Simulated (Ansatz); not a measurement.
# Is this Fe result the lowest state?

We look at Fe: a measured crystal structure (space group Fm-3m, primitive cell doubled), with 2 atoms per cell. Source: COD entry 9016648; it may be a high-temperature, high-pressure or metastable form.

Computed with Ansatz development build ahead of 0.2.0, DFT, PBE, PAW, plane waves, scalar-relativistic.

```yaml
crystal:
  lattice:
    - [0.0, 1.742, 1.742]
    - [3.484, 0.0, 3.484]
    - [1.742, 1.742, 0.0]
  atoms:
    - { symbol: Fe, position: [0.0, 0.0, 0.0] }
    - { symbol: Fe, position: [0.0, 0.5, 0.0], spin: 4.0 }
magnetization:
  spin_polarized: true
hamiltonian:
  xc: pbe
  pseudopotentials: { kind: paw }
basis:
  ecutwfc: 420
kpoints:
  mp_grid: { grid: [13, 7, 13] }
scf:
  occupations: { method: fermi_dirac, width: 0.1 }
  lower_state_search: "off"
output:
  forces: true
  stress: true
```

Wall time and machine: 7.8 s on 2 threads of x86-64 server CPU, on a shared host, peak memory 0.55 GiB.

The end of the output:

```
SCF converged after 31 iterations
Magnetization: 0.9888 μB (16.4944 up, 15.5056 down)
Absolute magnetization: 1.3915 μB (∫|ρ↑−ρ↓|, with the PAW one-centre terms)
Spin contamination: 0.1847 ħ² per cell (⟨S²⟩ above its minimum at these occupations)
Per-site moments (μB) at R_I (Å): [(-0.1472, 1.0162), (1.1454, 1.0162)]
Free energy (F): -8960.720509 eV
Harris-Foulkes:  -8960.720509 eV  (|F-HF|=1.07e-9)
Internal energy: -8960.611579 eV  (E = F + TS)
E sigma→0 (E₀):  -8960.666044 eV
Entropy (-TS):   -0.108930 eV (-54.465 meV/atom)
Fermi energy:    20.216970 eV
--- Forces (eV/Å), atoms counted from 1 ---
  atom   1  Fe    -0.00000000     0.00000000    -0.00000000
  atom   2  Fe     0.00000000     0.00000000     0.00000000
--- Stress (GPa, compression-positive) ---
       -3.368812      -0.903618       0.903908
       -0.903627      -3.354601      -0.903627
        0.903908      -0.903618      -3.368812
  P = ⅓ Tr σ = -3.3641 GPa (-33.641 kbar)
```

The mesh has less symmetry than the lattice, which lowers the symmetry of the run.

Site moments are taken inside atomic spheres and don't add up to the total.

Task: The run converged. Is this the lowest state of the cell, and if not, what lies lower and how is it reached?

Result: No. A state 11.4 meV/atom (0.023 eV per cell) lower exists in this cell: ferromagnetic, site moments Fe1 0.98, Fe2 0.98 μB, total 1.94 μB per cell, no gap on the k-mesh. It was reached from: parallel moments, default search for lower states [Fe1 4.00, Fe2 4.00 μB]; parallel moments, plain SCF [Fe1 4.00, Fe2 4.00 μB]. The wrong state matters: the pressure is -0.6 GPa there against -3.4 GPa here. Signs that this run gave and the runs to the lower state didn't: a negative reading of the dielectric operator (it may be a saddle point). States within about 5 meV/atom are too close for this mesh, smearing and search to settle their order. This multiple of the primitive cell fits some opposed orders; other multiples fit others. Orders that need a larger cell or non-collinear spins weren't tried.
